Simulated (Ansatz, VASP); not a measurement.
## Ti3Al in VASP and in Ansatz

```xyz
4
Lattice="0.0000 3.1881 3.1881 3.1881 0.0000 3.1881 3.1881 3.1881 0.0000" Properties=species:S:1:pos:R:3 pbc="T T T"
Ti    4.7822    4.7822    4.7822
Ti    1.5941    1.5941    1.5941
Ti    0.0000    0.0000    0.0000
Al    3.1881    3.1881    3.1881
```

The cell comes from a database or a generator and needn't be the stable form of this composition.

Alike in both runs: task single point; functional PBEsol; k mesh 6 × 6 × 6; occupations fermi-dirac, width 0.05 eV; no spin polarisation.

|  | VASP | Ansatz |
| --- | --- | --- |
| version | VASP 6.6.1 | Ansatz 0.2.0 |
| potentials or method | VASP PAW PBE potentials, release 64 (Ti_sv, Al) | plane waves, PAW |
| plane-wave cutoff (eV) | 520 | 470 |
| valence electrons in the cell | 39 | 39 |

```tsv
	VASP	Ansatz	Ansatz less VASP
gap on the k mesh at the Fermi level (eV)	none	none	-
pressure (GPa)	-0.5	-0.4	+0.11
```

A gap of «none» marks a metal or a gap that the smearing closes. Ansatz warned: «stress_scf_threshold_loose».

Caveats: the PAW data sets were made with another functional, which shifts forces and pressure a little (VASP).
